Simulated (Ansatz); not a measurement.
# MgS (Niningerite) (Fm-3m) in Ansatz: a series of runs

Aim: see how the results for MgS (Niningerite) move with the level of theory and the settings. Levels: LDA, PBE. Tasks: band structure.

Everything below comes from runs of Ansatz 0.2.0. Logs are shortened: lines on timing, memory, paths and dates and some standing lists are left out, and cuts for length are marked.

## (1) The structure

It takes space group Fm-3m (No. 225, cubic). The conventional cell has a = 5.203 Å, b = 5.203 Å, c = 5.203 Å, α = 90.00°, β = 90.00°, γ = 90.00°. S (site symmetry m-3m) is surrounded by 6 Mg at 2.60 Å. Mg (site symmetry m-3m) has 6 S at 2.60 Å as nearest neighbours.

## (2) Band structure, LDA

The input, input.yaml:

```yaml
crystal:
  lattice:
    - [0.0, 2.60165, 2.60165]
    - [2.60165, 0.0, 2.60165]
    - [2.60165, 2.60165, 0.0]
  atoms:
    - { symbol: S, position: [0.5, 0.5, 0.5] }
    - { symbol: Mg, position: [0.0, 0.0, 0.0] }
hamiltonian:
  xc: lda
  pseudopotentials: { kind: paw }
kpoints:
  mp_grid: { grid: [9, 9, 9] }
  band_path:
    path:
      - [[0.0, 0.0, 0.0], [0.5, 0.0, 0.5], [0.5, 0.25, 0.75], [0.375, 0.375, 0.75], [0.0, 0.0, 0.0], [0.5, 0.5, 0.5], [0.625, 0.25, 0.625], [0.5, 0.25, 0.75], [0.5, 0.5, 0.5], [0.375, 0.375, 0.75]]
      - [[0.625, 0.25, 0.625], [0.5, 0.0, 0.5]]
    npoints: 14
scf:
  occupations: { method: fermi_dirac, width: 0.05 }
  n_extra_bands: 6
output:
  forces: true
  stress: true
  eigenvalues: true
  fatbands: true
```

Potentials or basis: Ansatz PAW.

Run with:

```bash
ansatz run input.yaml --threads 2 --pin off --max-ram 5632MiB --backend cpu --events-out ev --progress --plain --runs-dir out
```

Output:

```text
Warning: RAYON_NUM_THREADS=2 ignored (pool sized by the plan → 2); use --threads N
scf.n_extra_bands = 6 over 8 filled bands (N_el = 16.0): the run solves 14 bands
Engine: ansatz 0.2.0, aarch64-unknown-linux-gnu
Pseudopotentials: kind: paw
Pseudopotential: S, paw, valence charge 6, recommended cutoff 420 eV (normal), S.paw.azcp
Pseudopotential: Mg, paw, valence charge 10, recommended cutoff 420 eV (normal), Mg.paw.azcp
Functional definition: SPW92
  exchange = slater_x
  correlation = pw_c
Crystal: 2 atoms, lattice volume = 35.219 Å³
Basis set: ecut = 420 eV, 701 PW (Γ)
Bands: 14, of which v1, the nominal top of the filled ones, is band 8 counted from 1 (7 counted from 0)
Symmetry: 48 space group operations
Space group: Fm-3m (ITA 225), of the structure as read, at distance tolerance 3.3e-5 Å
k-points: 35 of 729
Non-local potential: S, projectors of the file, l = 0: 2, l = 1: 2, l = 2: 2
Non-local potential: Mg, projectors of the file, l = 0: 3, l = 1: 2, l = 2: 1
PAW form: soft (Blöchl's): semilocal exchange-correlation on the pseudo side does not see the compensation charge
PAW frozen core: S, regenerated for the run's functional, and the local potential with it (the file was generated under x = pbe(κ = 0.804, μ = 0.2195149727645171), c = pbe(β = 0.06672455060314922))
PAW frozen core: Mg, regenerated for the run's functional, and the local potential with it (the file was generated under x = pbe(κ = 0.804, μ = 0.2195149727645171), c = pbe(β = 0.06672455060314922))
PAW one-centre angular grid: S, 110 points (default); XC on 64 Gauss nodes
PAW one-centre angular grid: Mg, 110 points (default); XC on 64 Gauss nodes
Initial density: superposition of atomic densities (neutral atoms: chi_scale 0, normalization atom), corrected by the library's trained network
Initial wavefunctions: pseudopotential atomic-orbital guess
Functional: x = slater, c = lda
SCF iter   1: F=—  HF=-2774.169446 eV  |F-HF|=—  |Δ(HF+E_count)|=         —  Δρ=6.72e-3  dr2=9.41e-3  ethr=1.77e-3  ⟨swp⟩=6.6  Hψ=2820  notcnv=0
preconditioner: auto → none  [insulator: Δε(μ)=2.641 eV  Ē_g=13.270 eV  σ=0.050 eV  W_gap=1.00  n_scr=8 (ndim 8)  ℏωp=17.7 eV  f_vac=0.000  D(μ)=0.00/eV (n_scr^D=0)  ε∞_Penn≈2.8]
SCF iter   2: F=—  HF=-2774.163630 eV  |F-HF|=—  |Δ(HF+E_count)|=   5.82e-3  Δρ=2.59e-3  dr2=1.26e-3  ethr=5.88e-5  ⟨swp⟩=2.6  Hψ=1055  notcnv=0  defer=27
SCF iter   3: F=—  HF=-2774.163025 eV  |F-HF|=—  |Δ(HF+E_count)|=   6.05e-4  Δρ=3.87e-4  dr2=2.96e-5  ethr=7.85e-6  ⟨swp⟩=2.0  Hψ=563  notcnv=0  defer=28
SCF iter   4: F=—  HF=-2774.163014 eV  |F-HF|=—  |Δ(HF+E_count)|=   1.09e-5  Δρ=3.93e-5  dr2=3.11e-7  ethr=1.85e-7  ⟨swp⟩=1.9  Hψ=548  notcnv=0  defer=28
iter 5 did not close the SCF: its close was put off for the readings that it lacked (scf_convergence_deferred on its scf_iter line)
SCF iter   5: F=-2774.163014 eV  HF=-2774.163014 eV  |F-HF|=1.48e-8  |Δ(HF+E_count)|=   1.61e-7  Δρ=8.04e-6  dr2=2.61e-8  ethr=1.94e-9  ⟨swp⟩=2.1  Hψ=710  notcnv=0  defer=28
SCF iter   6: F=-2774.163014 eV  HF=-2774.163014 eV  |F-HF|=6.31e-9  |Δ(HF+E_count)|=   4.06e-9  Δρ=3.88e-6  dr2=8.08e-9  ethr=1.63e-10  ⟨swp⟩=5.6  Hψ=2075  notcnv=0
SCF 1 converged in 6 iterations: F = -2774.163014 eV  dr2 = 8.08e-9
NSCF: frozen V_eff on 142 k-points
SCF converged after 6 iterations
Free energy (F): -2774.163014 eV
Harris-Foulkes:  -2774.163014 eV  (|F-HF|=6.31e-9)
Internal energy: -2774.163014 eV  (E = F + TS)
E sigma→0 (E₀):  -2774.163014 eV
Fermi energy:    7.541730 eV
--- Per-component energies (eV) ---
  E_band       = -333.579250
  E_kinetic    = 185.614005
  E_local      = -1666.716981  (includes V_loc(G=0)·N_el)
  E_nonlocal   = 125.225453
  E_hartree    = 592.116871
  E_xc         = -126.571625
  E_vxc        = -127.150562  (∫ρ·V_xc dr)
  E_paw        = -840.394395  (= ΣΔE_a)
  E_vpaw       = -34.784410  (= ΣTr[D̂ρ^β])
  E_aug_tail   = 0.000001  (compensation charges beyond the density's cutoff)
  E_ewald      = -1043.740020
  E_core_change = 0.303677  (= ΣΔE_core)
  E_smearing   = -0.000000  (= −TS)
  E_closure    = -0.000000  (closes the sum)
  Σ components = -2774.163014   (vs F -2774.163014, Δ=0.00e0)
--- Forces (eV/Å), atoms counted from 1 ---
  atom   1  S      0.00000000    -0.00000000    -0.00000000
  atom   2  Mg    -0.00000000     0.00000000    -0.00000000
  max |Σ_I F_I| component: 5.44e-30 eV/Å
--- Stress (GPa, compression-positive) ---
       -3.280228       0.000000       0.000000
       -0.000000      -3.280228       0.000000
        0.000000       0.000000      -3.280228
  P = ⅓ Tr σ = -3.2802 GPa (-32.802 kbar)
--- Band table (eV; the first three rows and the last of 35) ---
  k-point 0: bands = ["-67.8243", "-35.2495", "-35.2495", "-35.2495", "-6.4657", "6.1869", "6.1869", "6.1869", "9.6681", "13.9843", "13.9843", "13.9843", "16.3537", "16.3537"]
  k-point 1: bands = ["-67.8243", "-35.2503", "-35.2496", "-35.2496", "-6.3435", "5.2953", "6.1049", "6.1049", "10.3684", "13.6963", "14.1971", "14.1971", "15.7789", "15.7789"]
  k-point 2: bands = ["-67.8242", "-35.2523", "-35.2499", "-35.2499", "-6.0041", "3.7178", "5.9148", "5.9148", "10.9598", "13.9957", "13.9957", "14.0251", "15.9854", "15.9854"]
  k-point 34: bands = ["-67.8238", "-35.2543", "-35.2534", "-35.2519", "-4.7477", "2.5958", "3.1730", "4.0292", "11.1848", "13.4280", "13.6910", "15.1365", "19.5655", "19.8114"]
```

bands.tsv:

```text
# k_distance	band_0	band_1	band_2	band_3	band_4	band_5	band_6	band_7	band_8	band_9	band_10	band_11	band_12	band_13
# fermi_ev = 7.541730
# lock_threshold_ev = 1e-12
# [0, 0, 0] at k_distance = 0.000000
[... 154 lines left out ...]
7.629448	-75.365573	-42.797256	-42.793944	-42.793750	-12.297471	-5.553629	-3.274491	-3.029734	1.383559	3.095841	10.199551	10.367889	11.549839	12.683561
7.659943	-75.365573	-42.797295	-42.793882	-42.793772	-12.299333	-5.571832	-3.183606	-3.041893	1.310510	3.004800	10.298767	10.620580	11.633612	12.393633
7.690438	-75.365573	-42.797322	-42.793836	-42.793787	-12.300758	-5.584847	-3.114976	-3.050605	1.253777	2.940511	10.373138	10.870341	11.696011	12.117059
7.720933	-75.365573	-42.797339	-42.793809	-42.793797	-12.301650	-5.592661	-3.072155	-3.055843	1.217686	2.902298	10.419336	11.098708	11.734562	11.872594
7.751428	-75.365573	-42.797345	-42.793800	-42.793800	-12.301953	-5.595267	-3.057590	-3.057590	1.205289	2.889628	10.435017	11.218327	11.747607	11.747607
```

fatbands.tsv:

```text
# ik	k_distance	band	e_minus_ef	s0_l0_3S	s0_l1_3P	mg1_l0_2S	mg1_l0_3S	mg1_l1_2P
# fermi_ev = 7.541730
# lock_threshold_ev = 1e-12
# [0, 0, 0] at k_distance = 0.000000
# [0.5, 0, 0.5] at k_distance = 1.207539
# [0.5, 0.25, 0.75] at k_distance = 1.811308
# [0.375, 0.375, 0.75] at k_distance = 2.238237
# [0, 0, 0] at k_distance = 3.519025
# [0.5, 0.5, 0.5] at k_distance = 4.564784
# [0.625, 0.25, 0.625] at k_distance = 5.304248
# [0.5, 0.25, 0.75] at k_distance = 5.731177
# [0.5, 0.5, 0.5] at k_distance = 6.585036
# [0.375, 0.375, 0.75] at k_distance = 7.324499
# [0.625, 0.25, 0.625] at k_distance = 7.324499
# [0.5, 0, 0.5] at k_distance = 7.751428
# jumps = 127
# n_points = 142
0	0.000000	0	-75.366031	0.000017	0.000000	0.997634	0.002324	0.000000
0	0.000000	1	-42.791246	0.000000	0.000060	0.000000	0.000000	0.999932
0	0.000000	2	-42.791246	0.000000	0.000060	0.000000	0.000000	0.999932
0	0.000000	3	-42.791246	0.000000	0.000060	0.000000	0.000000	0.999932
0	0.000000	4	-14.007454	0.556249	0.000000	0.000843	0.442575	0.000000
0	0.000000	5	-1.354845	0.000000	0.989347	0.000000	0.000000	0.000063
[... 1981 lines left out ...]
141	7.751428	12	11.747607	0.000000	0.024047	0.000000	0.000000	0.000000
141	7.751428	13	11.747607	0.000000	0.024047	0.000000	0.000000	0.000000
```

Run time: 1.9 s. Hardware: 2 threads of Arm Neoverse V1, shared host; peak memory 0.27 GiB.

Results:

```yaml
Free_energy: -2774.1630 eV
Pressure: -3.3 GPa
Band_gap_on_the_k_mesh: 2.69 eV, indirect (least direct gap 3.48 eV)
Band_gap_along_the_path: 2.56 eV, indirect (least direct gap 3.48 eV)
```

Levels at the corners of the path, in eV from the valence-band top:
```
point  band 4  band 5  band 6  band 7  band 8  band 9  band 10  band 11  band 12  band 13
    Γ  -41.44  -12.65    0.00    0.00    0.00    3.48     7.80     7.80     7.80    10.17
    X  -41.44  -10.95   -4.24   -1.70   -1.70    2.56     4.24    11.79    12.57    13.10
    W  -41.44  -10.90   -3.27   -3.27   -2.41    5.07     7.81     7.81     7.85    14.07
    K  -41.44  -10.94   -3.74   -3.24   -1.38    3.71     6.56     9.49     9.92    11.62
    Γ  -41.44  -12.65    0.00    0.00    0.00    3.48     7.80     7.80     7.80    10.17
    L  -41.44  -11.32   -4.90   -0.59   -0.59    4.37     6.72     6.72     9.84    11.95
    U  -41.44  -10.94   -3.74   -3.24   -1.38    3.71     6.56     9.49     9.92    11.62
    W  -41.44  -10.90   -3.27   -3.27   -2.41    5.07     7.81     7.81     7.85    14.07
    L  -41.44  -11.32   -4.90   -0.59   -0.59    4.37     6.72     6.72     9.84    11.95
    K  -41.44  -10.94   -3.74   -3.24   -1.38    3.71     6.56     9.49     9.92    11.62
    U  -41.44  -10.94   -3.74   -3.24   -1.38    3.71     6.56     9.49     9.92    11.62
    X  -41.44  -10.95   -4.24   -1.70   -1.70    2.56     4.24    11.79    12.57    13.10
```

Caveat: the k mesh misses the band edges, so the gap on the mesh is wider than the one along the path; the PAW data sets come from PBE, with cores solved anew for the run's functional, which leaves a small shift of forces and pressure. A hybrid or GW would open this gap; LDA tends to underestimate it.

## (3) Band structure, PBE

input.yaml: that of step 2 with these lines changed.

```diff
@@ -9,3 +9,3 @@
 hamiltonian:
-  xc: lda
+  xc: pbe
   pseudopotentials: { kind: paw }
@@ -25,2 +25,6 @@
   eigenvalues: true
-  fatbands: true
+  fatbands: false
+  write_density: true
+  write_potential: true
+  elf: true
+  volumetric_format: npy
```

Potentials or basis: Ansatz PAW.

Run with:

```bash
ansatz run input.yaml --threads 2 --pin off --max-ram 5632MiB --backend cpu --events-out ev --progress --plain --runs-dir out
```

Wall time 1.5 s (2 threads of Arm Neoverse V1, shared host); peak memory 0.3 GiB.

Results (log left out):

```
Free energy             : -2828.7470 eV
Pressure                : 1.2 GPa
Band gap on the k mesh  : 2.92 eV, indirect (least direct gap 3.72 eV)
Band gap along the path : 2.79 eV, indirect (least direct gap 3.72 eV)
```

Levels at the corners of the path, in eV from the valence-band top:
```
point  band 4  band 5  band 6  band 7  band 8  band 9  band 10  band 11  band 12  band 13
    Γ  -41.47  -12.67    0.00    0.00    0.00    3.72     7.92     7.92     7.92    10.26
    X  -41.47  -10.99   -4.18   -1.68   -1.68    2.79     4.39    12.01    12.66    13.40
    W  -41.47  -10.94   -3.22   -3.22   -2.35    5.25     7.93     7.93     8.06    14.34
    K  -41.47  -10.99   -3.68   -3.18   -1.36    3.91     6.69     9.66    10.06    11.90
    Γ  -41.47  -12.67    0.00    0.00    0.00    3.72     7.92     7.92     7.92    10.26
    L  -41.47  -11.35   -4.82   -0.59   -0.59    4.55     6.89     6.89    10.13    12.16
    U  -41.47  -10.99   -3.68   -3.18   -1.36    3.91     6.69     9.66    10.06    11.90
    W  -41.47  -10.94   -3.22   -3.22   -2.35    5.25     7.93     7.93     8.06    14.34
    L  -41.47  -11.35   -4.82   -0.59   -0.59    4.55     6.89     6.89    10.13    12.16
    K  -41.47  -10.99   -3.68   -3.18   -1.36    3.91     6.69     9.66    10.06    11.90
    U  -41.47  -10.99   -3.68   -3.18   -1.36    3.91     6.69     9.66    10.06    11.90
    X  -41.47  -10.99   -4.18   -1.68   -1.68    2.79     4.39    12.01    12.66    13.40
```

Caveat: the k mesh misses the band edges, so the gap on the mesh is wider than the one along the path.
